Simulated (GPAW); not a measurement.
Runs of GPAW 26.7.0 on Te2Mo. Symmetry: P6_3/mmc, No. 194, hexagonal system. The conventional cell has a = 3.518 Å, b = 3.518 Å, c = 13.974 Å, α = 90.00°, β = 90.00°, γ = 120.00°. Around Te (site symmetry 3m) lie 3 Mo at 2.72 Å. Mo (site symmetry -6m2) is surrounded by 6 Te at 2.72 Å. 

```tsv
task	level	potentials or basis	spin	k mesh	cutoff (eV)	maxiter	band path	band points	spin axis theta (degrees)	spin axis phi (degrees)	other keys	mesh quality	gap on the mesh (eV)	pressure (GPa)	largest force (eV/Å)
band structure	PBEsol	PAW data sets generated in the run's folder for this functional, pw	SOC, no magnetisation	5 × 5 × 2	600	150	GMKGALHA,LM,KH	100	0	0	-	coarse	0.66	-1.7	(b)
single point	PBE	GPAW PAW data sets (gpaw-data 1.2.1), pw	off	5 × 5 × 1	600	80	-	-	-	-	several, not listed	coarse	0.70	2.5	0.06
single point	PBE	GPAW PAW data sets (gpaw-data 1.2.1), pw	off	5 × 5 × 2	1200	80	-	-	-	-	several, not listed	coarse	0.70	2.3	0.10
single point	TB-mBJ	GPAW PAW data sets for LDA (gpaw-data 1.2.1), pw	off	6 × 6 × 2	600	150	-	-	-	-	-	not flagged	(a)	-	-
single point	TB-mBJ	GPAW PAW data sets for LDA (gpaw-data 1.2.1), pw	off	5 × 5 × 2	600	150	-	-	-	-	-	coarse	(c)	-	-
```

Alike in all rows: cell as given; smearing fermi-dirac 0.05 eV.

Question: Fill in the values left out.

Answer: (a) 0.92; (b) 0.16; (c) 0.81.

Caveats: some runs use coarse meshes; spin-orbit coupling is left out, which moves the levels of the heavy elements (some runs); this functional lacks dispersion, which binds the layers, so the pressure and a relaxed spacing across them are unreliable (some runs); an odd mesh through Γ misses points on the zone boundary, where band edges often lie (some runs); a model potential gives levels but no total energy (some runs); the PAW data sets were made with another functional, which shifts forces and pressure a little (some runs); spin-orbit coupling was added after a scalar SCF, so levels and gaps hold it while energy, forces, pressure and moments don't (some runs); this program's spin-orbit splittings come out too wide for heavy elements (some runs).

A k mesh can miss the band edges, and rows without SOC leave out spin-orbit coupling on Mo, Te.
